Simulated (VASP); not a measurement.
Here is a VASP 6.6.1 calculation.

File INCAR:

```
PREC = Accurate
ENCUT = 520
EDIFF = 1E-7
ISMEAR = 0
SIGMA = 0.1
LREAL = False
LASPH = True
NELM = 120
ALGO = Normal
ISIF = 3
LWAVE = False
LCHARG = False
GGA = PE
IBRION = 2
NSW = 60
EDIFFG = -0.005
POTIM = 0.3
```

Contents of KPOINTS:

```
Automatic mesh
0
Gamma
  13 13 13
```

File POSCAR:

```
Sr                                      
1.0
   -2.3786272772      2.3786272772      2.3786272772
    2.3786272772     -2.3786272772      2.3786272772
    2.3786272772      2.3786272772     -2.3786272772
  Sr            
     1
Direct
     0.0000000000000000    0.0000000000000000    0.0000000000000000
```

Potentials or basis: VASP PAW PBE potentials, release 64 (Sr_sv).

Launch:

```bash
$ cat potpaw_PBE.64/Sr_sv/POTCAR > POTCAR
$ mpirun -np 1 vasp_std > vasp.out
```

Problem. Estimate the band gap on the k mesh.

Solution. None (metal or under the smearing width).

Final structure:
```xyz
1
Lattice="-2.3786 2.3786 2.3786 2.3786 -2.3786 2.3786 2.3786 2.3786 -2.3786" Properties=species:S:1:pos:R:3 pbc="T T T"
Sr    0.0000    0.0000    0.0000
```

Caveat: the relaxation stopped at its first step, so nothing moved.
